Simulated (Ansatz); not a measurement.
Molecular dynamics on a 2×2×2 supercell (16 atoms) of GaN (zincblende), relaxed with r2SCAN. Forces come from PBEsol in Ansatz 0.2.0: a Langevin thermostat at fixed volume, 1300 K, steps of 1.5 fs. Spin polarisation is off, nuclei are classical, and the run is far too short for thermal averages.

```yaml
crystal:
  lattice:
    - [0.0, 4.4979050831, 4.4979050831]
    - [4.4979050831, 0.0, 4.4979050831]
    - [4.4979050831, 4.4979050831, 0.0]
  atoms:
    - { symbol: Ga, position: [0.0, 0.0, 0.0] }
    - { symbol: "N", position: [0.125, 0.125, 0.125] }
    - { symbol: Ga, position: [0.0, 0.0, 0.5] }
    - { symbol: "N", position: [0.125, 0.125, 0.625] }
    - { symbol: Ga, position: [0.0, 0.5, 0.0] }
    - { symbol: "N", position: [0.125, 0.625, 0.125] }
    - { symbol: Ga, position: [0.0, 0.5, 0.5] }
    - { symbol: "N", position: [0.125, 0.625, 0.625] }
    - { symbol: Ga, position: [0.5, 0.0, 0.0] }
    - { symbol: "N", position: [0.625, 0.125, 0.125] }
    - { symbol: Ga, position: [0.5, 0.0, 0.5] }
    - { symbol: "N", position: [0.625, 0.125, 0.625] }
    - { symbol: Ga, position: [0.5, 0.5, 0.0] }
    - { symbol: "N", position: [0.625, 0.625, 0.125] }
    - { symbol: Ga, position: [0.5, 0.5, 0.5] }
    - { symbol: "N", position: [0.625, 0.625, 0.625] }
kpoints:
  mp_grid: { grid: [4, 4, 4] }
hamiltonian:
  xc: pbesol
scf:
  occupations: { method: fermi_dirac, width: 0.112 }
md:
  ensemble: nvt_langevin
  temperature: 1300
  timestep: 1.5
  n_steps: 20
  initial_velocities: maxwell_boltzmann
  seed: 3417
```

Run as `ansatz run input.yaml --threads 4 --pin off --max-ram 3686MiB --backend cpu --events-out ev --progress --plain --runs-dir out`.

Problem. It ran on 4 threads of Arm Neoverse V1, with other jobs on the host. About how long did it take, and what peak of host memory did it reach?

Solution. About 4.9 min, with a peak of 1.2 GiB.

```
step  t (fs)  T (K)  free energy F from step 0 (meV/atom)  kinetic energy (meV/atom)  largest force (eV/Å)
   0       0   1219                                   0.0                      157.5                  0.00
   1     1.5   1155                                   3.5                      149.3                  0.87
   2       3   1047                                  13.5                      135.4                  1.79
   3     4.5   1026                                  29.5                      132.6                  2.79
   4       6    855                                  50.0                      110.5                  3.86
   5     7.5    649                                  70.8                       83.9                  4.74
   6       9    529                                  88.8                       68.4                  5.30
   7    10.5    396                                 101.9                       51.2                  5.51
   8      12    354                                 108.5                       45.7                  5.37
   9    13.5    409                                 108.9                       52.9                  4.97
  10      15    430                                 104.2                       55.6                  4.38
  11    16.5    495                                  97.6                       64.0                  3.72
  12      18    590                                  89.6                       76.3                  2.99
  13    19.5    834                                  79.8                      107.8                  2.79
  14      21    884                                  70.8                      114.2                  2.80
  15    22.5    934                                  64.1                      120.8                  2.75
  16      24    985                                  60.3                      127.3                  2.57
  17    25.5   1005                                  60.1                      129.9                  2.28
  18      27   1077                                  63.1                      139.3                  2.23
  19    28.5   1165                                  69.4                      150.6                  2.33
  20      30   1209                                  79.7                      156.3                  2.45
```

The temperature starts at 1219 K, is lowest at step 8 (354 K, 12 fs) and ends at 1209 K. The atoms start on their lattice sites with kinetic energy alone, so much of it first passes into potential energy. By the last step the atoms have moved 0.11 Å in the root mean square, the drift of the whole cell taken out, 0.18 Å at most.

Positions (Å) and forces (eV/Å) at step 20:
```
Ga   0.006   0.055  -0.086    -0.716  -0.593   1.914
N    1.115   1.182   1.068    -0.875  -0.094   0.529
Ga   2.157   2.263  -0.113     0.371   0.818   1.143
N    3.413   3.237   1.025    -1.118   2.101   0.562
Ga   2.263   0.021   2.182    -1.117   0.680  -0.455
N    3.376   1.093   3.262    -0.304   0.704   1.718
Ga   4.498   2.226   2.262    -0.574   0.790  -1.361
N    5.555   3.455   3.247     0.611  -0.300   0.984
Ga  -0.108   2.309   2.309     2.188  -0.590  -0.500
N    1.078   3.324   3.509     1.340   0.199  -1.896
Ga   2.170   4.491   2.238     1.339  -1.297   0.070
N    3.370   5.679   3.404    -1.074  -1.224  -1.143
Ga   2.290   2.235   4.605     0.598   0.738  -1.883
N    3.461   3.457   5.622    -0.913  -0.780  -0.364
Ga   4.503   4.568   4.479     0.165  -0.239  -0.727
N    5.634   5.656   5.566     0.079  -0.913   1.409
```
